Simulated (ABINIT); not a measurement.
# PbS (Pm-3m) in ABINIT: further runs

The runs below take PbS through equation of state, dielectric tensor, with LDA, PBEsol, PBE.

Program: ABINIT 10.8.3 (patched build). These are calculated values, not measurements. Logs are shortened: lines on timing, memory, paths and dates and some standing lists are left out, and cuts for length are marked. The log counts tension as positive stress, the text compression.

**1. The crystal as given**

The structure is cubic, space group Pm-3m (No. 221). Conventional cell: a = 3.654 Å, b = 3.654 Å, c = 3.654 Å, α = 90.00°, β = 90.00°, γ = 90.00°. Around Pb (site symmetry m-3m) lie 8 S at 3.16 Å. S (site symmetry m-3m) is surrounded by 8 Pb at 3.16 Å.

Measurements of this composition are mostly on another form, of space group No. 225.

**2. Equation of state, LDA**

Contents of run.abi:

```
# Datasets: one volume each
ndtset 7
getwfk -1
scalecart1 3*0.9795861087
scalecart2 3*0.9864848297
scalecart3 3*0.9932883884
scalecart4 3*1.0000000000
scalecart5 3*1.0066227096
scalecart6 3*1.0131594038
scalecart7 3*1.0196128224

# Pseudopotentials
pp_dirpath "./"
pseudos "Pb.LDA_PW-JTH.xml, S.LDA_PW-JTH.xml"

# Structure
acell 3.653659 3.653659 3.653659 Angstrom
rprim
     1.0000000000     0.0000000000     0.0000000000
     0.0000000000     1.0000000000     0.0000000000
     0.0000000000     0.0000000000     1.0000000000
ntypat 2
znucl 82 16
natom 2
typat 1 2
xred
     0.0000000000     0.0000000000     0.0000000000
     0.5000000000     0.5000000000     0.5000000000

# Plane-wave basis
ecut 22.0
pawecutdg 44.0

# k points
kptopt 1
ngkpt 7 7 7
nshiftk 1
shiftk 0.0 0.0 0.0

# Exchange and correlation
ixc 7

# Bands and occupations
nband 14
occopt 3
tsmear 0.05 eV

# SCF cycle
nstep 100
tolvrs 1.0e-9

# Output
iomode 3
prtwf 1
prtden 0
prteig 0
prtebands 0
enunit 1
```

Potentials or basis: JTH PAW LDA v2.0.

Launch:

```
$ abinit run.abi > log 2>&1
```

run.abo:

```text
.Version 10.8.3 of ABINIT
 DATASET    1 : space group Pm -3 m (#221); Bravais cP (primitive cubic)
================================================================================
 Values of the parameters that define the memory need for DATASET  1.
     intxc =       0    ionmov =       0      iscf =      17    lmnmax =      18
     lnmax =       6     mgfft =      30  mpssoang =       3    mqgrid =    3001
     natom =       2  nloc_mem =       2    nspden =       1   nspinor =       1
    nsppol =       1      nsym =      48    n1xccc =       1    ntypat =       2
    occopt =       3   xclevel =       1
       mpw =        1539          nfft =       27000          nkpt =          20
 PAW method is used; the additional fine FFT grid is defined by:
   mgfftf=        45    nfftf =     91125
================================================================================
================================================================================
[... 71 lines left out ...]
 DATASET    7 : space group Pm -3 m (#221); Bravais cP (primitive cubic)
================================================================================
 Values of the parameters that define the memory need for DATASET  7.
     intxc =       0    ionmov =       0      iscf =      17    lmnmax =      18
     lnmax =       6     mgfft =      30  mpssoang =       3    mqgrid =    3001
     natom =       2  nloc_mem =       2    nspden =       1   nspinor =       1
    nsppol =       1      nsym =      48    n1xccc =       1    ntypat =       2
    occopt =       3   xclevel =       1
       mpw =        1743          nfft =       27000          nkpt =          20
 PAW method is used; the additional fine FFT grid is defined by:
   mgfftf=        45    nfftf =     91125
================================================================================
================================================================================

--------------------------------------------------------------------------------
------------- Echo of variables that govern the present computation ------------
--------------------------------------------------------------------------------
 -outvars: echo values of preprocessed input variables --------
            acell      6.9044148675E+00  6.9044148675E+00  6.9044148675E+00 Bohr
              amu      2.07200000E+02  3.20660000E+01
             ecut      2.20000000E+01 Hartree
           enunit           1
           getwfk          -1
              ixc           7
           jdtset        1    2    3    4    5    6    7
         kptrlatt        7    0    0      0    7    0      0    0    7
          kptrlen1     4.73442823E+01
          kptrlen2     4.76777037E+01
          kptrlen3     4.80065258E+01
          kptrlen4     4.83309041E+01
          kptrlen5     4.86509856E+01
          kptrlen6     4.89669100E+01
          kptrlen7     4.92788095E+01
            natom           2
            nband          14
           ndtset           7
            ngfft          30      30      30
          ngfftdg          45      45      45
             nkpt          20
            nstep         100
             nsym          48
           ntypat           2
           occopt           3
        pawecutdg      4.40000000E+01 Hartree
           prtden           0
        prtebands           0
           prteig           0
            rprim1     9.7958610870E-01  0.0000000000E+00  0.0000000000E+00
                       0.0000000000E+00  9.7958610870E-01  0.0000000000E+00
                       0.0000000000E+00  0.0000000000E+00  9.7958610870E-01
            rprim2     9.8648482970E-01  0.0000000000E+00  0.0000000000E+00
                       0.0000000000E+00  9.8648482970E-01  0.0000000000E+00
                       0.0000000000E+00  0.0000000000E+00  9.8648482970E-01
            rprim3     9.9328838840E-01  0.0000000000E+00  0.0000000000E+00
                       0.0000000000E+00  9.9328838840E-01  0.0000000000E+00
                       0.0000000000E+00  0.0000000000E+00  9.9328838840E-01
            rprim4     1.0000000000E+00  0.0000000000E+00  0.0000000000E+00
                       0.0000000000E+00  1.0000000000E+00  0.0000000000E+00
                       0.0000000000E+00  0.0000000000E+00  1.0000000000E+00
            rprim5     1.0066227096E+00  0.0000000000E+00  0.0000000000E+00
                       0.0000000000E+00  1.0066227096E+00  0.0000000000E+00
                       0.0000000000E+00  0.0000000000E+00  1.0066227096E+00
            rprim6     1.0131594038E+00  0.0000000000E+00  0.0000000000E+00
                       0.0000000000E+00  1.0131594038E+00  0.0000000000E+00
                       0.0000000000E+00  0.0000000000E+00  1.0131594038E+00
            rprim7     1.0196128224E+00  0.0000000000E+00  0.0000000000E+00
                       0.0000000000E+00  1.0196128224E+00  0.0000000000E+00
                       0.0000000000E+00  0.0000000000E+00  1.0196128224E+00
          spgroup         221
           tolvrs      1.00000000E-09
           tsmear      1.83746611E-03 Hartree
            typat      1  2
           useylm           1
           xangst1     0.0000000000E+00  0.0000000000E+00  0.0000000000E+00
                       1.7895368012E+00  1.7895368012E+00  1.7895368012E+00
           xangst2     0.0000000000E+00  0.0000000000E+00  0.0000000000E+00
                       1.8021395882E+00  1.8021395882E+00  1.8021395882E+00
           xangst3     0.0000000000E+00  0.0000000000E+00  0.0000000000E+00
                       1.8145685299E+00  1.8145685299E+00  1.8145685299E+00
           xangst4     0.0000000000E+00  0.0000000000E+00  0.0000000000E+00
                       1.8268295000E+00  1.8268295000E+00  1.8268295000E+00
           xangst5     0.0000000000E+00  0.0000000000E+00  0.0000000000E+00
                       1.8389280613E+00  1.8389280613E+00  1.8389280613E+00
           xangst6     0.0000000000E+00  0.0000000000E+00  0.0000000000E+00
                       1.8508694871E+00  1.8508694871E+00  1.8508694871E+00
           xangst7     0.0000000000E+00  0.0000000000E+00  0.0000000000E+00
                       1.8626587825E+00  1.8626587825E+00  1.8626587825E+00
            xcart1     0.0000000000E+00  0.0000000000E+00  0.0000000000E+00
                       3.3817344464E+00  3.3817344464E+00  3.3817344464E+00
            xcart2     0.0000000000E+00  0.0000000000E+00  0.0000000000E+00
                       3.4055502624E+00  3.4055502624E+00  3.4055502624E+00
            xcart3     0.0000000000E+00  0.0000000000E+00  0.0000000000E+00
                       3.4290375583E+00  3.4290375583E+00  3.4290375583E+00
            xcart4     0.0000000000E+00  0.0000000000E+00  0.0000000000E+00
                       3.4522074337E+00  3.4522074337E+00  3.4522074337E+00
            xcart5     0.0000000000E+00  0.0000000000E+00  0.0000000000E+00
                       3.4750704010E+00  3.4750704010E+00  3.4750704010E+00
            xcart6     0.0000000000E+00  0.0000000000E+00  0.0000000000E+00
                       3.4976364254E+00  3.4976364254E+00  3.4976364254E+00
            xcart7     0.0000000000E+00  0.0000000000E+00  0.0000000000E+00
                       3.5199149650E+00  3.5199149650E+00  3.5199149650E+00
             xred      0.0000000000E+00  0.0000000000E+00  0.0000000000E+00
                       5.0000000000E-01  5.0000000000E-01  5.0000000000E-01
            znucl       82.00000   16.00000

================================================================================

 chkinp: Checking input parameters for consistency, jdtset=   1.

 chkinp: Checking input parameters for consistency, jdtset=   2.
[... 40 lines left out ...]
 getcut: wavevector=  0.0000  0.0000  0.0000  ngfft=  45  45  45
         ecut(hartree)=     44.000   => boxcut(ratio)=   2.17867

--- Pseudopotential description ------------------------------------------------
- pspini: atom type   1  psp file is ./Pb.LDA_PW-JTH.xml
 Pseudopotential format is: paw10
 basis_size (lnmax)=  6 (lmn_size= 18), orbitals=   0   0   1   1   2   2
 Spheres core radius: rc_sph= 2.40264019
 Shapefunction is BESSEL type: shapef(r,l)=aa(1,l)*jl(q(1,l)*r)+aa(2,l)*jl(q(2,l)*r)
 Radius for shape functions =  2.00872932
 Compensation charge density is not taken into account in XC energy/potential

- pspini: atom type   2  psp file is ./S.LDA_PW-JTH.xml
 Pseudopotential format is: paw10
 basis_size (lnmax)=  4 (lmn_size=  8), orbitals=   0   0   1   1
 Spheres core radius: rc_sph= 1.90380259
 Shapefunction is SIN type: shapef(r)=[sin(pi*r/rshp)/(pi*r/rshp)]**2
 Radius for shape functions =  1.40128485
 Compensation charge density is not taken into account in XC energy/potential

   4.97026020E+02                                ecore*ucvol(ha*bohr**3)
--------------------------------------------------------------------------------

================================================================================

--- !BeginCycle
iteration_state: {dtset: 1, }
solver: {iscf: 17, nstep: 100, nline: 4, wfoptalg: 10, }
tolerances: {tolvrs: 1.00E-09, }
...
[... 1222 lines left out ...]
-Cartesian components of stress tensor (GPa)         [Pressure= -7.4056E+00 GPa]
- sigma(1 1)=  7.40563672E+00  sigma(3 2)=  0.00000000E+00
- sigma(2 2)=  7.40563672E+00  sigma(3 1)=  0.00000000E+00
- sigma(3 3)=  7.40563672E+00  sigma(2 1)=  0.00000000E+00

== END DATASET(S) ==============================================================
================================================================================

 -outvars: echo values of variables after computation  --------
            acell      6.9044148675E+00  6.9044148675E+00  6.9044148675E+00 Bohr
           etotal1    -7.1789247401E+01
           etotal2    -7.1788629046E+01
           etotal3    -7.1787765479E+01
           etotal4    -7.1786693014E+01
           etotal5    -7.1785435273E+01
           etotal6    -7.1784008941E+01
           etotal7    -7.1782426704E+01
            fcart1    -0.0000000000E+00 -0.0000000000E+00 -0.0000000000E+00
                      -0.0000000000E+00 -0.0000000000E+00 -0.0000000000E+00
            fcart2    -0.0000000000E+00 -0.0000000000E+00 -0.0000000000E+00
                      -0.0000000000E+00 -0.0000000000E+00 -0.0000000000E+00
            fcart3    -0.0000000000E+00 -0.0000000000E+00 -0.0000000000E+00
                      -0.0000000000E+00 -0.0000000000E+00 -0.0000000000E+00
            fcart4    -0.0000000000E+00 -0.0000000000E+00 -0.0000000000E+00
                      -0.0000000000E+00 -0.0000000000E+00 -0.0000000000E+00
            fcart5    -0.0000000000E+00 -0.0000000000E+00 -0.0000000000E+00
                      -0.0000000000E+00 -0.0000000000E+00 -0.0000000000E+00
[... 38 lines left out ...]
                       0.0000000000E+00  0.0000000000E+00  0.0000000000E+00
           xangst1     0.0000000000E+00  0.0000000000E+00  0.0000000000E+00
                       1.7895368012E+00  1.7895368012E+00  1.7895368012E+00
           xangst2     0.0000000000E+00  0.0000000000E+00  0.0000000000E+00
                       1.8021395882E+00  1.8021395882E+00  1.8021395882E+00
           xangst3     0.0000000000E+00  0.0000000000E+00  0.0000000000E+00
                       1.8145685299E+00  1.8145685299E+00  1.8145685299E+00
           xangst4     0.0000000000E+00  0.0000000000E+00  0.0000000000E+00
                       1.8268295000E+00  1.8268295000E+00  1.8268295000E+00
           xangst5     0.0000000000E+00  0.0000000000E+00  0.0000000000E+00
                       1.8389280613E+00  1.8389280613E+00  1.8389280613E+00
           xangst6     0.0000000000E+00  0.0000000000E+00  0.0000000000E+00
                       1.8508694871E+00  1.8508694871E+00  1.8508694871E+00
           xangst7     0.0000000000E+00  0.0000000000E+00  0.0000000000E+00
                       1.8626587825E+00  1.8626587825E+00  1.8626587825E+00
             xred      0.0000000000E+00  0.0000000000E+00  0.0000000000E+00
                       5.0000000000E-01  5.0000000000E-01  5.0000000000E-01
 Calculation completed.
```

It took 62 s on 1 thread of Arm Neoverse V2, shared host; peak memory 0.13 GiB.

Results:

```
Equilibrium volume : 22.10 Å³/atom (rough: see the caveat)
Bulk modulus       : 65 GPa (rough)
```

Energy against volume, from the lowest point:
| volume (Å³/atom) | energy (meV/atom) |
| --- | --- |
| 22.924 | 0.00 |
| 23.411 | 8.41 |
| 23.899 | 20.16 |
| 24.387 | 34.75 |
| 24.874 | 51.87 |
| 25.362 | 71.27 |
| 25.850 | 92.80 |

Caveat: pressures at fixed basis lie under the slope of the energies; the minimum lies outside the volumes run.

**3. Equation of state, PBEsol**

Edit run.abi of step 2 so:

```diff
@@ -13,3 +13,3 @@
 pp_dirpath "./"
-pseudos "Pb.LDA_PW-JTH.xml, S.LDA_PW-JTH.xml"
+pseudos "Pb.GGA_PBE-JTH.xml, S.GGA_PBE-JTH.xml"
 
@@ -32,2 +32,3 @@
 pawecutdg 44.0
+pawxcdev 0
 
@@ -40,3 +41,3 @@
 # Exchange and correlation
-ixc 7
+ixc -116133
```

Potentials or basis: JTH PAW PBE v2.0.

Launch:

```
$ abinit run.abi > log 2>&1
```

Run time: 96 s. Hardware: 1 thread of Arm Neoverse V2, shared host; peak memory 0.15 GiB.

It converged, with:

```
Equilibrium volume : 22.82 Å³/atom (rough: see the caveat)
Bulk modulus       : 58 GPa (rough)
```

Energy against volume, from the lowest point:
```
volume (Å³/atom)  energy (meV/atom)
          22.924               0.00
          23.411               2.54
          23.899               8.54
          24.387              17.51
          24.874              29.18
          25.362              43.32
          25.850              59.78
```

Caveat: pressures at fixed basis lie under the slope of the energies; the minimum lies outside the volumes run; the PAW data sets were made with another functional, which shifts forces and pressure a little.

(Continued in part 2 of 2.)
